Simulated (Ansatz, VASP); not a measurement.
## Two plane-wave programs on BP

```xyz
2
Lattice="0.0000 2.2601 2.2601 2.2601 0.0000 2.2601 2.2601 2.2601 0.0000" Properties=species:S:1:pos:R:3 pbc="T T T"
B     0.0000    0.0000    0.0000
P     1.1301    1.1301    1.1301
```

Alike in both runs: functional PBEsol; k mesh 10 × 10 × 10; occupations gaussian, width 0.02 eV; no spin polarisation.

Ansatz relaxed the structure, and its values are those at the end. VASP's run is a single point on that final structure, the one shown.

|  | VASP | Ansatz |
| --- | --- | --- |
| version | VASP 6.6.1 | Ansatz 0.2.0 |
| potentials or method | VASP PAW PBE potentials, release 64 (B, P) | scalar-relativistic, plane waves, PAW |
| plane-wave cutoff (eV) | 520 | 420 |
| valence electrons in the cell | 8 | 8 |

Ansatz gave:

```
gap on the k mesh at the Fermi level (eV) : 1.12
least direct gap on the mesh (eV)         : 3.38
pressure (GPa)                            : 0.0
```

Question: What did VASP give for the same quantities?

Answer: gap on the k mesh at the Fermi level (eV): 1.12; least direct gap on the mesh (eV): 3.37; pressure (GPa): 0.1.

Caveats: the PAW data sets were made with another functional, which shifts forces and pressure a little (VASP). A k mesh can miss the band edges. PBEsol gaps usually lie below the measured ones, often by a third to a half.
